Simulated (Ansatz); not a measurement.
Method: DFT PBE, scalar-relativistic, plane waves, PAW in Ansatz 0.2.0. Several structures of MoSe were relaxed, and the powder pattern of one of them was computed from 10° to 70° in 2θ (λ = 1.5406 Å; lines under 1 % are left out).

Cu Kα1 powder pattern (kinematic, no thermal factors).
| 2θ (°) | relative intensity |
| --- | --- |
| 29.62 | 2 |
| 34.33 | 100 |
| 49.34 | 70 |
| 61.48 | 24 |

Question: Which structure gives it?
A.

```cif
data_structure
_symmetry_space_group_name_H-M 'Fm-3m'
_symmetry_Int_Tables_number 225
_cell_length_a 5.2203
_cell_length_b 5.2203
_cell_length_c 5.2203
_cell_angle_alpha 90.000
_cell_angle_beta 90.000
_cell_angle_gamma 90.000
_cell_volume 142.26
loop_
_atom_site_label
_atom_site_type_symbol
_atom_site_symmetry_multiplicity
_atom_site_Wyckoff_symbol
_atom_site_fract_x
_atom_site_fract_y
_atom_site_fract_z
_atom_site_occupancy
Mo1 Mo 4 a 0.00000 0.00000 0.00000 1
Se1 Se 4 b 0.50000 0.00000 0.00000 1
```

B.

```cif
data_structure
_symmetry_space_group_name_H-M 'Pm-3m'
_symmetry_Int_Tables_number 221
_cell_length_a 3.1462
_cell_length_b 3.1462
_cell_length_c 3.1462
_cell_angle_alpha 90.000
_cell_angle_beta 90.000
_cell_angle_gamma 90.000
_cell_volume 31.14
loop_
_atom_site_label
_atom_site_type_symbol
_atom_site_symmetry_multiplicity
_atom_site_Wyckoff_symbol
_atom_site_fract_x
_atom_site_fract_y
_atom_site_fract_z
_atom_site_occupancy
Mo1 Mo 1 a 0.00000 0.00000 0.00000 1
Se1 Se 1 b 0.50000 0.50000 0.50000 1
```

C.

```cif
data_structure
_symmetry_space_group_name_H-M 'F-43m'
_symmetry_Int_Tables_number 216
_cell_length_a 5.6786
_cell_length_b 5.6786
_cell_length_c 5.6786
_cell_angle_alpha 90.000
_cell_angle_beta 90.000
_cell_angle_gamma 90.000
_cell_volume 183.11
loop_
_atom_site_label
_atom_site_type_symbol
_atom_site_symmetry_multiplicity
_atom_site_Wyckoff_symbol
_atom_site_fract_x
_atom_site_fract_y
_atom_site_fract_z
_atom_site_occupancy
Mo1 Mo 4 a 0.00000 0.00000 0.00000 1
Se1 Se 4 c 0.25000 0.25000 0.25000 1
```

Answer: A. Its strongest line, at 2θ = 34.33°, has d = λ/(2 sin θ) = 2.610 Å and is the (2 0 0) reflection of the conventional Fm-3m cell with a = 5.220 Å. The others have their strongest lines at 40.5° (B); 27.2° (C).

The cells needn't be stable.
